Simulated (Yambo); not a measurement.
Here is a Yambo 5.3.0 calculation.

optics6.in

```
optics
chi
Chimod= "IP"
% BndsRnXd
 1 | 44 |
%
% LongDrXd
 1 | 0 | 0 |
%
% QpntsRXd
 1 | 1 |
%
% EnRngeXd
 0 | 20 | eV
%
% DmRngeXd
 0.1 | 0.1 | eV
%
ETStpsXd= 150
```

Contents of scf.in:

```
&CONTROL
  calculation = 'scf'
  prefix = 'pwscf'
  outdir = './tmp'
  pseudo_dir = './pseudo'
/
&SYSTEM
  ibrav = 0
  nat = 2
  ntyp = 1
  ecutwfc = 32
  nbnd = 9
  occupations = 'smearing'
  smearing = 'fd'
  degauss = 0.00367493
  force_symmorphic = .true.
/
&ELECTRONS
  conv_thr = 4d-10
  electron_maxstep = 120
  mixing_beta = 0.5
/
ATOMIC_SPECIES
Si    28.0850 Si.upf
CELL_PARAMETERS angstrom
   0.0000000000    2.7218511865    2.7218511865
   2.7218511865    0.0000000000    2.7218511865
   2.7218511865    2.7218511865    0.0000000000
ATOMIC_POSITIONS angstrom
Si     2.7218511865    2.7218511865    2.7218511865
Si     4.0827767798    4.0827767798    4.0827767798
K_POINTS automatic
8 8 8 0 0 0
```

The input nscf.in:

```
&CONTROL
  calculation = 'nscf'
  prefix = 'pwscf'
  outdir = './tmp'
  pseudo_dir = './pseudo'
/
&SYSTEM
  ibrav = 0
  nat = 2
  ntyp = 1
  ecutwfc = 32
  nbnd = 154
  occupations = 'fixed'
  force_symmorphic = .true.
/
&ELECTRONS
  conv_thr = 1d-08
  diago_full_acc = .true.
  diago_thr_init = 1d-06
/
ATOMIC_SPECIES
Si    28.0850 Si.upf
CELL_PARAMETERS angstrom
   0.0000000000    2.7218511865    2.7218511865
   2.7218511865    0.0000000000    2.7218511865
   2.7218511865    2.7218511865    0.0000000000
ATOMIC_POSITIONS angstrom
Si     2.7218511865    2.7218511865    2.7218511865
Si     4.0827767798    4.0827767798    4.0827767798
K_POINTS automatic
6 6 6 0 0 0
```

Potentials or basis: PseudoDojo 0.4.1 SR LDA standard.

Command:

```bash
$ OMP_NUM_THREADS=1 pw.x -in scf.in > scf.out
$ OMP_NUM_THREADS=1 pw.x -in nscf.in > nscf.out
$ cd tmp/pwscf.save; p2y; mv SAVE ../..; cd ../..
$ OMP_NUM_THREADS=1 yambo
$ OMP_NUM_THREADS=1 yambo -F optics6.in -J optics6 -C optics6_out
```

Task: Estimate the electronic dielectric constant along the field.

Result: 17.93.

Task: Estimate the band gap on the k mesh, mean-field level.

Result: 0.63 eV, indirect (least direct gap 2.53 eV).

Dielectric function (along the field direction of the input):
```csv
energy (eV),real part,imaginary part
0.27,18.04,0.51
1.21,20.63,0.80
2.28,39.37,6.59
3.36,46.54,28.45
4.30,-12.46,11.21
5.37,-4.12,5.87
6.44,-9.85,10.04
7.52,-5.82,3.21
8.46,-2.87,1.45
9.53,-2.42,0.99
10.60,-1.85,0.57
11.68,-1.27,0.34
12.62,-0.93,0.35
13.69,-0.66,0.24
14.77,-0.49,0.24
15.84,-0.25,0.15
16.78,-0.04,0.08
17.85,0.07,0.10
18.93,0.20,0.08
20.00,0.27,0.07
```

Caveat: this k mesh misses the band edges, so its gaps are larger than the crystal's; spectra need much finer meshes, so this one isn't converged; independent-particle spectra lack excitons. LDA gaps usually lie below the measured ones, often by a third to a half.
